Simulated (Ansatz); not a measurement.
How much do the gradients of SnO depend on the method?

Cell: an entry of the Crystallography Open Database (COD), ions relaxed with PBE at fixed cell.

```yaml
crystal:
  lattice:
    - [2.50000, -2.86000, 0.00000]
    - [2.50000, 2.86000, 0.00000]
    - [0.00000, 0.00000, 11.12000]
  atoms:
    - { symbol: Sn, position: [0.00006, 0.99994, 0.98582] }
    - { symbol: Sn, position: [0.99994, 0.00006, 0.48582] }
    - { symbol: Sn, position: [0.49968, 0.50032, 0.27117] }
    - { symbol: Sn, position: [0.50032, 0.49968, 0.77117] }
    - { symbol: O, position: [0.99981, 0.50000, 0.37851] }
    - { symbol: O, position: [0.00019, 0.50000, 0.87851] }
    - { symbol: O, position: [0.50000, 0.00019, 0.37851] }
    - { symbol: O, position: [0.50000, 0.99981, 0.87851] }
```

Atom numbers follow the list; atoms alike are taken as one site, whose name carries the number of the first.

First run. Level of theory: DFT, PBE, plane waves and PAW, scalar-relativistic, 420 eV cutoff, Γ-centred 12×12×5 k-points, Fermi–Dirac smearing 0.05 eV (Ansatz 0.2.0).

| site | atom | V_zz (10²¹ V/m²) | η |
| --- | --- | --- | --- |
| Sn | 1 | -18.44 | 0.31 |
| O | 5 | -5.04 | 0.42 |

Second run. The same atoms and settings, except that the functional is LDA, the mesh is 8×8×3 and the Fermi–Dirac smearing is 0.02 eV.

Q: What does the second run give?

A: 

```
site  atom    V_zz     η  change of V_zz
  Sn     1  -17.76  0.32           +0.68
   O     5   -4.99  0.42           +0.05
```

The largest change of V_zz is on Sn, from -18.44 to -17.76. In per cent, |V_zz| changes by -4 on Sn, -1 on O (all sites that start above 0.5).

Without spin–orbit coupling (the program notes it for Sn) the gradients can shift somewhat, as the gap is small. The database positions were far from equilibrium, so the relaxed structure may not be the compound's real one.
For the first run: At this cell the PBE pressure is 2.1 GPa (principal stresses up to 13 GPa in size), so it isn't the equilibrium cell of PBE. The entry's cell may itself be off.
For the second run: At this cell the LDA pressure is -4 GPa (principal stresses up to 13 GPa in size), so it isn't the equilibrium cell of LDA. The largest force is 0.7 eV/Å, so the atoms aren't at the calculated equilibrium and relaxing them would move these values.
